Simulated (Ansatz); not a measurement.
HgTe:

```
Hg Te
1.0
     0.00000    3.18000    3.18000
     3.18000    0.00000    3.18000
     3.18000    3.18000    0.00000
Hg Te
1 1
Direct
  0.00000 0.00000 0.00000
  0.50000 0.50000 0.50000
```

Measurements of this composition are mostly on another form, of space group No. 216.

Base run:

```yaml
Program: Ansatz 0.2.0
Functional: PBEsol
Potentials_or_basis: all-electron LAPW, scalar-relativistic
Cutoff: 187 eV (chosen from the basis error)
Basis_error_allowed: 0.001 eV/atom
k_mesh: 7 × 7 × 7
Occupations: fermi-dirac, width 0.05 eV
Spin: no spin polarisation
```

Its results: pressure -6.5 GPa.

The run is repeated on the same cell with these changes: functional from PBEsol to LDA. What comes out?

Pressure -7.8 GPa.

LDA binds more tightly than PBEsol, so the same cell stands under less pressure.
